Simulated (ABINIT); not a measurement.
The system is Te.

```xyz
1
Lattice="2.3059 1.3313 1.6910 -2.3059 1.3313 1.6910 0.0000 -2.6626 1.6910" Properties=species:S:1:pos:R:3 pbc="T T T"
Te    0.0000    0.0000    2.5364
```

This isn't the form of Te at room conditions, which is trigonal, of chains.

Base run:

- Program: ABINIT 10.8.3 (patched build)
- Functional: LDA
- Potentials or basis: PseudoDojo NC SR LDA v0.4.1 standard
- Cutoff: 952 eV
- k mesh: 7 × 7 × 7
- Occupations: fermi-dirac, width 0.05 eV
- Spin: no spin polarisation

Its results: band gap on the k mesh none (metal or under the smearing width); pressure -1.6 GPa.

**Question.** The run is repeated on the same cell with these changes: functional from LDA to PBEsol; potentials or basis from PseudoDojo NC SR LDA v0.4.1 standard to PseudoDojo NC SR PBEsol v0.4 stringent; cutoff from 952 eV to 1279 eV; valence electrons from 16 to 24. What comes out?

**Answer.** Band gap on the k mesh none (metal or under the smearing width); pressure -1.0 GPa.

Not every run made on this cell is shown here.
